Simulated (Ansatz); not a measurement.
# CoPtO2 (R-3m): electronic heat capacity and spin susceptibility from the density of states

Computed with Ansatz 0.2.0, DFT PBEsol, scalar-relativistic, plane waves, PAW.

Settings: cutoff 420 eV, Γ-centred mesh 18×18×18 on the computed 4-atom cell, Gaussian smearing of 0.10 eV; no spin polarisation.

Relaxed cell: R-3m, a = 2.810 Å, b = 2.810 Å, c = 17.697 Å, α = 90.00°, β = 90.00°, γ = 120.00°, 4 atoms in the primitive cell. Whether it is the stable form of this composition wasn't checked.

The density of states at the Fermi level is 0.433 states/eV in the cell of 4 atoms (1 formula unit; both spins, tetrahedra on a 27×27×27 mesh).

Q: What Sommerfeld coefficient and Pauli susceptibility does this give?

A: Per formula unit N(E_F) = 0.433 states/eV. γ = (π²/3) k_B² N(E_F) N_A = 2.357 mJ/(mol K²) per state/eV, so γ = 1.0 mJ/(mol K²), a mole of formula units. χ_P = μ_B² N(E_F) N_A = 3.23×10⁻⁵ emu/mol per state/eV gives 1.4×10⁻⁵ emu/mol. This is the bare band result: a measured γ of the same phase is as a rule larger by a factor 1 + λ from phonons and spin fluctuations, the spin part of χ is larger by the Stoner factor, and a measured χ also holds orbital and core terms. N(E_F) at one energy is sensitive to the mesh where the density of states has sharp peaks.

Spin-orbit coupling is left out, which matters for the bands of heavy elements.

A ferromagnetic start lost its moments in a first run, so spin was left out; other magnetic orders weren't tried.